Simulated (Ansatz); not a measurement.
# Co under changes of volume

One of the cells (10.688 Å³/atom); the others are scaled copies at fixed shape and fractional positions:

```
Co
1.0
     2.47056    0.00000    0.00000
    -1.23528    2.13957    0.00000
     0.00000    0.00000    8.08823
Co
4
Direct
  0.66667 0.33333 0.75000
  0.00000 0.00000 0.50000
  0.33333 0.66667 0.25000
  0.00000 0.00000 0.00000
```

* Program: Ansatz 0.2.0
* Functional: RPBE
* Potentials or basis: Ansatz PAW
* Cutoff: 420 eV (not typed: the program's choice for these potentials)
* k mesh: 12 × 12 × 4
* Occupations: fermi-dirac, width 0.05 eV
* Spin: collinear spin, ferromagnetic start
* Starting moments: [2.0, 2.0, 2.0, 2.0] μB

```csv
volume (Å³/atom),energy over the lowest point (meV/atom),pressure (GPa),moment (μB per cell)
10.047,91.72,27.3,6.36
10.261,59.33,21.3,6.49
10.475,34.54,15.8,6.59
10.688,16.87,10.7,6.66
10.902,5.71,6.1,6.72
11.116,?,?,?
11.330,0.00,-1.6,6.84
```

**Question.** What does the run at 11.116 Å³/atom give?

**Answer.** Energy over the lowest point 0.29 meV/atom; pressure 2.1 GPa; moment 6.78 μB per cell.

Worked out: A Birch-Murnaghan fit of order 3 (a polynomial in V^(-2/3)) to the other rows has its minimum at 11.23 Å³/atom with B0 = V·E''(V) = 198 GPa and B' = 3.9 at fixed shape and positions, which overstates the stiffness. It gives 0.17 meV/atom at 11.116 Å³/atom, against the run's 0.29, and -dE/dV = 2.0 GPa, against 2.1. A parabola through the other rows of the moment, of slope 0.236 μB per Å³/atom there, gives 6.79 μB, against the run's 6.78.

Energies are extrapolated to zero smearing.

Caveats: the PAW data sets come from PBE, with cores solved anew for the run's functional, which leaves a small shift of forces and pressure.
